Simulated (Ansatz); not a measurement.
# Zn (C2/m) in Ansatz: notebook

The runs below take Zn through relaxation of cell and atoms, with PBEsol.

All numbers are computed with Ansatz 0.2.0; they aren't measurements. Logs are shortened: lines on timing, memory, paths and dates and some standing lists are left out, and cuts for length are marked.

### 1 The crystal as given

It takes space group C2/m (No. 12, monoclinic). The conventional cell has a = 4.536 Å, b = 2.617 Å, c = 7.472 Å, α = 90.00°, β = 102.30°, γ = 90.00°. Zn (site symmetry m) has 12 Zn at 2.62 to 2.89 Å as nearest neighbours. Zn (site symmetry 2/m) is surrounded by 12 Zn at 2.62 to 2.89 Å.

This isn't the form of Zn at room conditions, which is hcp.

### 2 Relaxation of cell and atoms, PBEsol

Contents of input.yaml:

```yaml
crystal:
  lattice:
    - [2.2681701736, -1.30848701, 0.0]
    - [2.2681701736, 1.30848701, 0.0]
    - [-1.5917165425, 0.0, 7.3004081919]
  atoms:
    - { symbol: Zn, position: [0.77801786, 0.77801786, 0.33450498] }
    - { symbol: Zn, position: [0.22198214, 0.22198214, 0.66549502] }
    - { symbol: Zn, position: [0.0, 0.0, 0.0] }
kpoints:
  mp_grid: { grid: [12, 12, 4] }
scf:
  occupations: { method: fermi_dirac, width: 0.05 }
hamiltonian:
  xc: pbesol
  pseudopotentials: { kind: all_electron, lapw: { basis_error: 0.002 } }
output:
  forces: true
  stress: true
relax:
  f_tol: 0.02
  max_steps: 60
  cell: {}
```

Potentials or basis: all-electron LAPW, scalar-relativistic.

Launch:

```sh
$ ansatz run input.yaml --threads 2 --pin off --max-ram 8192MiB --backend cpu --events-out ev --progress --plain --runs-dir out
```

Log:

```text
Warning: RAYON_NUM_THREADS=2 ignored (pool sized by the plan → 2); use --threads N
The last accepted step is kept in <dir> (removed where the run ends without a failure and the disk answers)
LAPW: plane waves up to 8.503 Å⁻¹, error target 2.0e-3 eV per atom; small_component_spin mean_spin; Zn in spheres of 1.269 Å, 20 of its electrons in bands, Dirac shells [] (how accurate: hamiltonian.pseudopotentials.lapw.basis_error, Limitations)
Engine: ansatz 0.2.0, aarch64-unknown-linux-gnu
Pseudopotentials: kind: all_electron
Pseudopotential: Zn, LAPW, valence charge 20, lapw/all_electron/scalar/gaussian/Zn, Koelling and Harmon's equation, gaussian nucleus
Functional definition: PBEsol
  exchange = pbesol_x
  correlation = pbesol_c
Crystal: 3 atoms, lattice volume = 43.333 Å³
Basis set: ecut = 275.4590334703592 eV, 469 PW (Γ), exchange–correlation at level 2
Bands: 36, of which v1, the nominal top of the filled ones, is band 30 counted from 1 (29 counted from 0)
Symmetry: 4 space group operations
Space group: C2/m (ITA 12), of the structure as read, at distance tolerance 3.5e-5 Å
k-points: 164 of 576
Non-local potential: Zn, projectors of the file, none
Initial density: superposition of atomic densities (chi_scale 0.1, normalization cell)
Initial wavefunctions: plane waves of lowest kinetic energy (no species holds an atomic orbital)
Functional: x = pbesol(κ = 0.804, μ = 0.12345679012345678), c = pbesol(β = 0.046)
iter 1 solved again at ethr=2.57e-4 eV; its pass at ethr=1.00e-1 eV (dr2=1.54e-1 eV) is discarded
SCF iter   1: F=—  HF=-146505.146945 eV  |F-HF|=—  |Δ(HF+E_count)|=         —  Δρ=2.40e-2  dr2=1.54e-1  ethr=2.57e-4  ⟨swp⟩=2.9  Hψ=38495  notcnv=0
preconditioner: auto → Kerker (q_TF=auto, 2.880 Å⁻¹)  [metal: Δε(μ)=0.023 eV  Ē_g=12.631 eV  σ=0.050 eV  W_gap=0.11  n_scr=18 (ndim 8)  ℏωp=33.8 eV  f_vac=0.000  D(μ)=0.84/eV (n_scr^D=4)]
SCF iter   2: F=—  HF=-146504.939685 eV  |F-HF|=—  |Δ(HF+E_count)|=   2.07e-1  Δρ=8.48e-3  dr2=2.62e-2  ethr=2.57e-4  ⟨swp⟩=3.0  Hψ=19524  notcnv=0
SCF iter   3: F=—  HF=-146504.720622 eV  |F-HF|=—  |Δ(HF+E_count)|=   2.19e-1  Δρ=1.05e-2  dr2=3.57e-2  ethr=4.36e-5  ⟨swp⟩=3.0  Hψ=19286  notcnv=0
SCF iter   4: F=—  HF=-146504.706459 eV  |F-HF|=—  |Δ(HF+E_count)|=   1.42e-2  Δρ=4.16e-3  dr2=6.88e-3  ethr=4.36e-5  ⟨swp⟩=2.0  Hψ=16909  notcnv=0
iter 5 solved again at ethr=2.98e-7 eV; its pass at ethr=1.15e-5 eV (dr2=1.79e-4 eV) is discarded
SCF iter   5: F=—  HF=-146504.707186 eV  |F-HF|=—  |Δ(HF+E_count)|=   7.27e-4  Δρ=6.67e-4  dr2=1.78e-4  ethr=2.98e-7  ⟨swp⟩=2.0  Hψ=29086  notcnv=0
SCF iter   6: F=—  HF=-146504.707279 eV  |F-HF|=—  |Δ(HF+E_count)|=   9.35e-5  Δρ=3.42e-4  dr2=1.04e-4  ethr=2.97e-7  ⟨swp⟩=2.4  Hψ=17026  notcnv=0
SCF iter   7: F=—  HF=-146504.707000 eV  |F-HF|=—  |Δ(HF+E_count)|=   2.80e-4  Δρ=1.67e-4  dr2=9.08e-6  ethr=1.74e-7  ⟨swp⟩=2.1  Hψ=16933  notcnv=0
SCF iter   8: F=—  HF=-146504.706998 eV  |F-HF|=—  |Δ(HF+E_count)|=   1.16e-6  Δρ=3.32e-5  dr2=5.54e-7  ethr=1.51e-8  ⟨swp⟩=2.0  Hψ=16910  notcnv=0
SCF iter   9: F=—  HF=-146504.706998 eV  |F-HF|=—  |Δ(HF+E_count)|=   8.91e-8  Δρ=9.07e-6  dr2=3.16e-8  ethr=9.23e-10  ⟨swp⟩=2.0  Hψ=16910  notcnv=0
SCF iter  10: F=-146504.706998 eV  HF=-146504.706998 eV  |F-HF|=8.73e-10  |Δ(HF+E_count)|=   2.31e-8  Δρ=1.28e-6  dr2=5.34e-10  ethr=5.26e-11  ⟨swp⟩=2.1  Hψ=16921  notcnv=0
SCF 1 converged in 10 iterations: F = -146504.706998 eV  dr2 = 5.34e-10
relax step   1: F+E_penalty+E_count = -146504.70699832 eV  Δ(F+E_penalty+E_count) = +0.000e0 eV  max|allowed force component| = 9.822e-3 eV/Å  Δτ_max = 0.0000 Å  P = -1.251 GPa  Ω = 43.333 Å³  (10 SCF iters, accepted)
Crystal: 3 atoms, lattice volume = 43.335 Å³
Basis set: ecut = 275.4537145337162 eV, 469 PW (Γ), exchange–correlation at level 2
Initial density: handed on by an earlier stage of this run
Initial wavefunctions: those handed on with the density
iter 1 solved again at ethr=2.38e-6 eV; its pass at ethr=1.00e-1 eV (dr2=1.43e-3 eV) is discarded
SCF iter   1: F=—  HF=-146504.728012 eV  |F-HF|=—  |Δ(HF+E_count)|=         —  Δρ=1.58e-3  dr2=1.41e-3  ethr=2.38e-6  ⟨swp⟩=3.5  Hψ=36033  notcnv=0
preconditioner: auto → Kerker (q_TF=auto, 2.880 Å⁻¹)  [metal: Δε(μ)=0.036 eV  Ē_g=13.403 eV  σ=0.050 eV  W_gap=0.17  n_scr=18 (ndim 8)  ℏωp=33.8 eV  f_vac=0.000  D(μ)=0.53/eV (n_scr^D=2)]
SCF iter   2: F=—  HF=-146504.727788 eV  |F-HF|=—  |Δ(HF+E_count)|=   2.24e-4  Δρ=1.15e-3  dr2=7.65e-4  ethr=2.35e-6  ⟨swp⟩=2.0  Hψ=16914  notcnv=0
SCF iter   3: F=—  HF=-146504.727834 eV  |F-HF|=—  |Δ(HF+E_count)|=   4.65e-5  Δρ=5.11e-4  dr2=1.46e-4  ethr=1.27e-6  ⟨swp⟩=2.0  Hψ=16914  notcnv=0
SCF iter   4: F=—  HF=-146504.727521 eV  |F-HF|=—  |Δ(HF+E_count)|=   3.13e-4  Δρ=1.79e-4  dr2=1.80e-5  ethr=2.43e-7  ⟨swp⟩=2.0  Hψ=16914  notcnv=0
iter 5 solved again at ethr=2.83e-10 eV; its pass at ethr=2.99e-8 eV (dr2=1.70e-7 eV) is discarded
SCF iter   5: F=—  HF=-146504.727519 eV  |F-HF|=—  |Δ(HF+E_count)|=   2.10e-6  Δρ=2.08e-5  dr2=1.70e-7  ethr=2.83e-10  ⟨swp⟩=2.2  Hψ=29123  notcnv=0
SCF iter   6: F=—  HF=-146504.727519 eV  |F-HF|=—  |Δ(HF+E_count)|=   7.79e-8  Δρ=1.09e-5  dr2=8.28e-8  ethr=2.83e-10  ⟨swp⟩=2.0  Hψ=16914  notcnv=0
SCF iter   7: F=-146504.727519 eV  HF=-146504.727519 eV  |F-HF|=4.30e-8  |Δ(HF+E_count)|=   5.13e-8  Δρ=8.96e-6  dr2=3.46e-8  ethr=1.38e-10  ⟨swp⟩=2.0  Hψ=16914  notcnv=0
SCF 2 converged in 7 iterations: F = -146504.727519 eV  dr2 = 3.46e-8
relax step   2: F+E_penalty+E_count = -146504.72751916 eV  Δ(F+E_penalty+E_count) = -2.052e-2 eV  max|allowed force component| = 5.205e-3 eV/Å  Δτ_max = 0.0026 Å  P = -0.785 GPa  Ω = 43.335 Å³  (7 SCF iters, accepted)
Crystal: 3 atoms, lattice volume = 43.212 Å³
Basis set: ecut = 275.9765228489506 eV, 469 PW (Γ), exchange–correlation at level 2
iter 1 solved again at ethr=7.36e-6 eV; its pass at ethr=1.00e-1 eV (dr2=4.42e-3 eV) is discarded
SCF iter   1: F=—  HF=-146504.736934 eV  |F-HF|=—  |Δ(HF+E_count)|=         —  Δρ=2.72e-3  dr2=4.37e-3  ethr=7.36e-6  ⟨swp⟩=3.5  Hψ=35947  notcnv=0
preconditioner: auto → none  [insulator: Δε(μ)=0.117 eV  Ē_g=13.503 eV  σ=0.050 eV  W_gap=0.53  n_scr=16 (ndim 8)  ℏωp=33.9 eV  f_vac=0.000  D(μ)=0.30/eV (n_scr^D=2)  ε∞_Penn≈7.3]
SCF iter   2: F=—  HF=-146504.735551 eV  |F-HF|=—  |Δ(HF+E_count)|=   1.38e-3  Δρ=1.07e-3  dr2=6.97e-4  ethr=7.29e-6  ⟨swp⟩=2.0  Hψ=16911  notcnv=0
SCF iter   3: F=—  HF=-146504.735630 eV  |F-HF|=—  |Δ(HF+E_count)|=   7.89e-5  Δρ=3.25e-4  dr2=4.78e-4  ethr=1.16e-6  ⟨swp⟩=2.8  Hψ=17192  notcnv=0
SCF iter   4: F=—  HF=-146504.735324 eV  |F-HF|=—  |Δ(HF+E_count)|=   3.06e-4  Δρ=1.05e-4  dr2=5.21e-5  ethr=7.97e-7  ⟨swp⟩=2.4  Hψ=17082  notcnv=0
iter 5 solved again at ethr=5.72e-10 eV; its pass at ethr=8.68e-8 eV (dr2=3.43e-7 eV) is discarded
SCF iter   5: F=—  HF=-146504.735313 eV  |F-HF|=—  |Δ(HF+E_count)|=   1.08e-5  Δρ=3.82e-5  dr2=3.44e-7  ethr=5.72e-10  ⟨swp⟩=2.4  Hψ=29239  notcnv=0
SCF iter   6: F=-146504.735314 eV  HF=-146504.735314 eV  |F-HF|=3.09e-9  |Δ(HF+E_count)|=   4.71e-7  Δρ=4.92e-6  dr2=9.37e-9  ethr=5.72e-10  ⟨swp⟩=2.7  Hψ=17112  notcnv=0
SCF 3 converged in 6 iterations: F = -146504.735314 eV  dr2 = 9.37e-9
relax step   3: F+E_penalty+E_count = -146504.73531365 eV  Δ(F+E_penalty+E_count) = -7.794e-3 eV  max|allowed force component| = 9.240e-4 eV/Å  Δτ_max = 0.0003 Å  P = +0.638 GPa  Ω = 43.212 Å³  (6 SCF iters, accepted)
Crystal: 3 atoms, lattice volume = 43.409 Å³
Basis set: ecut = 275.13883252232785 eV, 469 PW (Γ), exchange–correlation at level 2
iter 1 solved again at ethr=5.34e-7 eV; its pass at ethr=1.00e-1 eV (dr2=3.20e-4 eV) is discarded
SCF iter   1: F=—  HF=-146504.738024 eV  |F-HF|=—  |Δ(HF+E_count)|=         —  Δρ=7.84e-4  dr2=3.79e-4  ethr=5.34e-7  ⟨swp⟩=4.1  Hψ=36557  notcnv=0
preconditioner: auto → Kerker (q_TF=auto, 2.880 Å⁻¹)  [metal: Δε(μ)=0.026 eV  Ē_g=13.455 eV  σ=0.050 eV  W_gap=0.13  n_scr=18 (ndim 8)  ℏωp=33.8 eV  f_vac=0.000  D(μ)=0.35/eV (n_scr^D=2)]
SCF iter   2: F=—  HF=-146504.737962 eV  |F-HF|=—  |Δ(HF+E_count)|=   6.20e-5  Δρ=5.81e-4  dr2=2.16e-4  ethr=5.34e-7  ⟨swp⟩=2.0  Hψ=16916  notcnv=0
SCF iter   3: F=—  HF=-146504.737920 eV  |F-HF|=—  |Δ(HF+E_count)|=   4.14e-5  Δρ=3.82e-4  dr2=9.69e-5  ethr=3.60e-7  ⟨swp⟩=2.0  Hψ=16916  notcnv=0
iter 4 solved again at ethr=1.23e-8 eV; its pass at ethr=1.62e-7 eV (dr2=7.37e-6 eV) is discarded
SCF iter   4: F=—  HF=-146504.737878 eV  |F-HF|=—  |Δ(HF+E_count)|=   4.21e-5  Δρ=9.67e-5  dr2=7.36e-6  ethr=1.23e-8  ⟨swp⟩=2.0  Hψ=29074  notcnv=0
[... 17 lines left out ...]
relax step   5: F+E_penalty+E_count = -146504.73830695 eV  Δ(F+E_penalty+E_count) = -4.301e-4 eV  max|allowed force component| = 1.706e-3 eV/Å  Δτ_max = 0.0020 Å  P = -0.010 GPa  Ω = 43.361 Å³  (6 SCF iters, accepted)
Crystal: 3 atoms, lattice volume = 43.364 Å³
Basis set: ecut = 275.32837522263554 eV, 469 PW (Γ), exchange–correlation at level 2
iter 1 solved again at ethr=3.37e-8 eV; its pass at ethr=1.00e-1 eV (dr2=2.02e-5 eV) is discarded
SCF iter   1: F=—  HF=-146504.738376 eV  |F-HF|=—  |Δ(HF+E_count)|=         —  Δρ=8.86e-5  dr2=8.20e-6  ethr=3.37e-8  ⟨swp⟩=4.8  Hψ=36986  notcnv=0
preconditioner: auto → Kerker (q_TF=auto, 2.880 Å⁻¹)  [metal: Δε(μ)=0.083 eV  Ē_g=13.464 eV  σ=0.050 eV  W_gap=0.38  n_scr=18 (ndim 8)  ℏωp=33.8 eV  f_vac=0.000  D(μ)=0.28/eV (n_scr^D=2)]
SCF iter   2: F=—  HF=-146504.738375 eV  |F-HF|=—  |Δ(HF+E_count)|=   5.38e-7  Δρ=6.17e-5  dr2=4.70e-6  ethr=1.37e-8  ⟨swp⟩=2.0  Hψ=16919  notcnv=0
SCF iter   3: F=—  HF=-146504.738375 eV  |F-HF|=—  |Δ(HF+E_count)|=   1.44e-7  Δρ=1.58e-5  dr2=6.03e-7  ethr=7.83e-9  ⟨swp⟩=2.0  Hψ=16919  notcnv=0
SCF iter   4: F=—  HF=-146504.738374 eV  |F-HF|=—  |Δ(HF+E_count)|=   6.33e-7  Δρ=1.11e-5  dr2=3.52e-7  ethr=1.00e-9  ⟨swp⟩=2.0  Hψ=16919  notcnv=0
iter 5 solved again at ethr=5.86e-11 eV; its pass at ethr=5.87e-10 eV (dr2=3.52e-8 eV) is discarded
SCF iter   5: F=-146504.738374 eV  HF=-146504.738374 eV  |F-HF|=2.91e-8  |Δ(HF+E_count)|=   6.56e-8  Δρ=4.26e-6  dr2=3.52e-8  ethr=5.86e-11  ⟨swp⟩=2.0  Hψ=29077  notcnv=0
SCF 6 converged in 5 iterations: F = -146504.738374 eV  dr2 = 3.52e-8
relax step   6: F+E_penalty+E_count = -146504.73837433 eV  Δ(F+E_penalty+E_count) = -6.737e-5 eV  max|allowed force component| = 6.644e-4 eV/Å  Δτ_max = 0.0023 Å  P = +0.005 GPa  Ω = 43.364 Å³  (5 SCF iters, accepted)
Basis set: ecut = 275.32837522263554 eV, 459 PW (Γ), exchange–correlation at level 2
iter 1 solved again at ethr=9.77e-11 eV; its pass at ethr=1.00e-1 eV (dr2=5.86e-8 eV) is discarded
SCF iter   1: F=—  HF=-146504.738492 eV  |F-HF|=—  |Δ(HF+E_count)|=         —  Δρ=1.04e-5  dr2=4.39e-8  ethr=9.77e-11  ⟨swp⟩=5.1  Hψ=49117  notcnv=0  reapply=155
preconditioner: auto → Kerker (q_TF=auto, 2.880 Å⁻¹)  [metal: Δε(μ)=0.082 eV  Ē_g=13.464 eV  σ=0.050 eV  W_gap=0.38  n_scr=18 (ndim 8)  ℏωp=33.8 eV  f_vac=0.000  D(μ)=0.28/eV (n_scr^D=2)]
SCF iter   2: F=-146504.738492 eV  HF=-146504.738492 eV  |F-HF|=5.88e-9  |Δ(HF+E_count)|=   1.38e-8  Δρ=5.96e-6  dr2=2.92e-8  ethr=7.32e-11  ⟨swp⟩=2.0  Hψ=16919  notcnv=0
SCF 7 converged in 2 iterations: F = -146504.738492 eV  dr2 = 2.92e-8
relax step   7: F+E_penalty+E_count = -146504.73849164 eV  Δ(F+E_penalty+E_count) = -1.173e-4 eV  max|allowed force component| = 6.644e-4 eV/Å  Δτ_max = 0.0000 Å  P = +0.004 GPa  Ω = 43.364 Å³  stress off target by 2.66e-2 GPa  SCF on the basis re-selected at this cell (its energy is not comparable with the rows above)  (2 SCF iters)
basis re-selected at this cell: Δ(F+E_penalty+E_count) = -1.173e-4 eV, ΔP = -0.001 GPa vs the last step (what re-selecting the basis moved, after the strain that the cell walked since its last selection, with what the two solves' SCF thresholds leave and, on support functions, any second-order correction that the steps lacked; it is no measure of the basis error at this ecutwfc). This SCF's stress stands 2.66e-2 GPa from its target on what of the cell is left free (relax.cell.stress_tol is 5.00e-2 GPa) and its largest allowed force component is 6.64e-4 eV/Å (relax.f_tol is 2.00e-2 eV/Å): within both
SCF converged after 2 iterations
Free energy (F): -146504.738492 eV
Harris-Foulkes:  -146504.738492 eV  (|F-HF|=5.88e-9)
Internal energy: -146504.735960 eV  (E = F + TS)
E sigma→0 (E₀):  -146504.737226 eV
Entropy (-TS):   -0.002532 eV (-0.844 meV/atom)
Fermi energy:    14.608214 eV
--- Per-component energies (eV) ---
  E_band       = -1588.081170
  E_kinetic    = 149185.197679
  E_xc         = -5734.446825
  E_electrostatic = -289955.486814  (all electrons and nuclei)
  E_smearing   = -0.002532  (= −TS)
  E_closure    = 0.000000  (closes the sum)
  E_atoms      = -146499.996407  (free atoms, spherical and without spin; not in F)
  Σ components = -146504.738492   (vs F -146504.738492, Δ=0.00e0)
  Basis errors (estimates in eV, not in F): energy 5.6e-4 per atom: plane waves 5.4e-4 (2.9e-4 summed), levels above the bands 8.9e-48, relativity 5.0e-9, radial functions 2.2e-5, core shells 9.4e-12; eigenvalues (radial functions only) 6.0e-5; not estimated: angular momenta, meshes, grids; target (lapw.basis_error) 2.0e-3; muffin-tin radii Zn 1.270 Å
--- Forces (eV/Å), atoms counted from 1 ---
  atom   1  Zn     0.00066440     0.00000000     0.00063049
  atom   2  Zn    -0.00066440    -0.00000000    -0.00063049
  atom   3  Zn    -0.00000000     0.00000000     0.00000000
  max |Σ_I F_I| component: 7.89e-31 eV/Å
--- Stress (GPa, compression-positive) ---
       -0.008732      -0.000000      -0.017384
       -0.000000       0.003150       0.000000
       -0.017384       0.000000       0.017989
  P = ⅓ Tr σ = 0.0041 GPa (0.041 kbar)
--- Relaxed structure (6 steps of the walk, 6 accepted, 1 SCFs on fresh bases) ---
  F+E_penalty+E_count = -146504.73849164 eV   max|allowed force component| = 6.644e-4 eV/Å   (the final SCF, on the basis selected at the relaxed cell)
  cell:  # Å, volume = 43.3642 Å³
    - [2.2283681193253337, -1.2850844406086221, 0.013227711697298498]
    - [2.2283681193253337, 1.2850844406086221, 0.013227711697298498]
    - [-1.5212098032302146, -2.8873680088450234e-31, 7.562482867855948]
  atoms:
    - { symbol: Zn, position: [0.778292665377844, 0.778292665377844, 0.33437422164090147] }
    - { symbol: Zn, position: [0.22170733462215597, 0.22170733462215597, 0.6656257783590988] }
    - { symbol: Zn, position: [5.093779250528881e-22, 5.093779250528881e-22, -9.900836080996731e-21] }
```

Run time: 2.1 min. Hardware: 2 threads of Arm Neoverse V2, shared host; peak memory 0.71 GiB.

What came out:

```yaml
Free_energy: -146504.7385 eV
Relaxed_volume: 14.45 Å³/atom
Relaxed_cell: a = 2.572 Å, b = 2.572 Å, c = 7.714 Å, α = 99.54°, β = 99.54°, γ = 59.94°
Space_group_after_relaxing_to_0.05_Å: R-3m (No. 166)
Energy_gained_by_relaxing: 10.5 meV/atom
Ionic_steps: 7
Pressure_after_relaxing: 0.0 GPa
```

The path:
```csv
step,energy change (eV),largest force (eV/Å),volume (Å³)
1,0.0000,0.0108,43.33
2,-0.0205,0.0054,43.33
3,-0.0283,0.0010,43.21
4,-0.0309,0.0033,43.41
5,-0.0313,0.0024,43.36
6,-0.0314,0.0009,43.36
7,-0.0315,0.0009,43.36
```

Final structure:
```yaml
crystal:
  lattice:
    - [2.22837, -1.28508, 0.01323]
    - [2.22837, 1.28508, 0.01323]
    - [-1.52121, 0.00000, 7.56248]
  atoms:
    - { symbol: Zn, position: [0.77829, 0.77829, 0.33437] }
    - { symbol: Zn, position: [0.22171, 0.22171, 0.66563] }
    - { symbol: Zn, position: [0.00000, 0.00000, 0.00000] }
```

(Part 1 of 2 ends here.)
